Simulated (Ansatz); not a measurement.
Calculated with Ansatz (gas phase, PBE0-D4/def2-TZVP geometries, no zero-point term in ΔE). CBS: MP2 limit from def2 TZ/QZ plus the TZ coupled-cluster correction, frozen cores. This one scheme is used for every species. Functionals use def2-TZVPP. B3LYP here is the variant with VWN-RPA as its local correlation; programs differ in this. Each species was taken in one conformer, which may not be the lowest.

Reaction (formal exchange of groups at a B–C bond): `OBCS[SiH3]` + `OCCO` → `OBCCO` + `OCS[SiH3]`

```json
{"level": "PBE-D4", "ΔE (kcal/mol)": "0.9", "difference from CCSD(T)/CBS": "-1.3"}
{"level": "r2SCAN-D4", "ΔE (kcal/mol)": "1.3", "difference from CCSD(T)/CBS": "-0.9"}
{"level": "PBE0-D4", "ΔE (kcal/mol)": "1.6", "difference from CCSD(T)/CBS": "-0.6"}
{"level": "B3LYP-D4", "ΔE (kcal/mol)": "1.7", "difference from CCSD(T)/CBS": "-0.5"}
{"level": "ωB97X-V", "ΔE (kcal/mol)": "2.1", "difference from CCSD(T)/CBS": "-0.1"}
{"level": "ωB97M-V", "ΔE (kcal/mol)": "2.1", "difference from CCSD(T)/CBS": "-0.1"}
{"level": "B2PLYP", "ΔE (kcal/mol)": "2.0", "difference from CCSD(T)/CBS": "-0.2"}
{"level": "PBE", "ΔE (kcal/mol)": "0.8", "difference from CCSD(T)/CBS": "-1.4"}
{"level": "r2SCAN", "ΔE (kcal/mol)": "1.3", "difference from CCSD(T)/CBS": "-0.9"}
{"level": "PBE0", "ΔE (kcal/mol)": "1.5", "difference from CCSD(T)/CBS": "-0.7"}
{"level": "B3LYP", "ΔE (kcal/mol)": "1.6", "difference from CCSD(T)/CBS": "-0.6"}
{"level": "HF/def2-TZVPP", "ΔE (kcal/mol)": "3.1", "difference from CCSD(T)/CBS": "0.9"}
{"level": "MP2/def2-TZVPP", "ΔE (kcal/mol)": "2.5", "difference from CCSD(T)/CBS": "0.3"}
{"level": "SCS-MP2/def2-TZVPP", "ΔE (kcal/mol)": "2.7", "difference from CCSD(T)/CBS": "0.5"}
{"level": "CCSD/def2-TZVPP", "ΔE (kcal/mol)": "2.7", "difference from CCSD(T)/CBS": "0.5"}
{"level": "CCSD(T)/def2-TZVPP", "ΔE (kcal/mol)": "2.5", "difference from CCSD(T)/CBS": "0.3"}
{"level": "HF/def2-QZVPP", "ΔE (kcal/mol)": "3.0", "difference from CCSD(T)/CBS": "0.8"}
{"level": "MP2/def2-QZVPP", "ΔE (kcal/mol)": "2.3", "difference from CCSD(T)/CBS": "0.1"}
{"level": "SCS-MP2/def2-QZVPP", "ΔE (kcal/mol)": "2.5", "difference from CCSD(T)/CBS": "0.3"}
{"level": "HF/CBS(def2)", "ΔE (kcal/mol)": "3.0", "difference from CCSD(T)/CBS": "0.8"}
{"level": "MP2/CBS(def2)", "ΔE (kcal/mol)": "2.3", "difference from CCSD(T)/CBS": "0.1"}
{"level": "CCSD/CBS(def2)", "ΔE (kcal/mol)": "2.4", "difference from CCSD(T)/CBS": "0.2"}
{"level": "CCSD(T)/CBS", "ΔE (kcal/mol)": "2.2", "difference from CCSD(T)/CBS": "0"}
```

Largest T1 diagnostic among the species: 0.012.

CCSD(T)/CBS has its own doubt, a few kJ/mol and more with outer-core shells, so smaller differences from it don't rank the levels.
